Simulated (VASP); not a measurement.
Input:

```
NaBr
1.0
    0.00000     3.01574     3.01574
    3.01574     0.00000     3.01574
    3.01574     3.01574     0.00000
Na Br
1 1
Direct
  0.00000   0.00000   0.00000
  0.50000   0.50000   0.50000
```

Method: revPBE GGA, VASP's PBE PAW potentials (set 64) (plane waves; VASP 6.6.1). Settings: 420 eV cut-off, 7×7×7 Γ-centred mesh, Fermi-Dirac smearing of 0.050 eV, potentials Na_pv Br.

Energy and stress use the plane-wave basis of the starting cell.

The ions, cell shape and volume are relaxed. What does this cell relax into?

```
NaBr
1.0
    0.00000     3.07799     3.07799
    3.07799     0.00000     3.07799
    3.07799     3.07799     0.00000
Na Br
1 1
Direct
  0.00000   0.00000   0.00000
  0.50000   0.50000   0.50000
```
Space group Fm-3m (225), at a tolerance of 0.03 Å.

How do energy and volume change from the first to the last step?

The energy (σ→0) changes by -6.0 meV/atom and the volume by +6.3 %, in 4 ionic steps.

```tsv
step	E(σ→0) (eV)	max force (eV/Å)	pressure (GPa)	volume (Å³)
1	-5.7821	0.000	1.18	54.85
2	-5.7909	0.000	0.58	56.48
3	-5.7941	0.000	-0.08	58.59
4	-5.7941	0.000	0.00	58.32
```

The structure comes from a computed database's NaBr entry; how it stands against other phases isn't given here. This run relaxes it. Symmetry was kept, so distortions that lower it aren't found. The run is one of a series of settings (EDIFF = 1E-09, EDIFFG = -0.005, ENCUT = 420, IBRION = 2, ISIF = 3, NSW = 50, KPOINTS 7×7×7 Γ-centred mesh against the base run), some of them coarse on purpose.
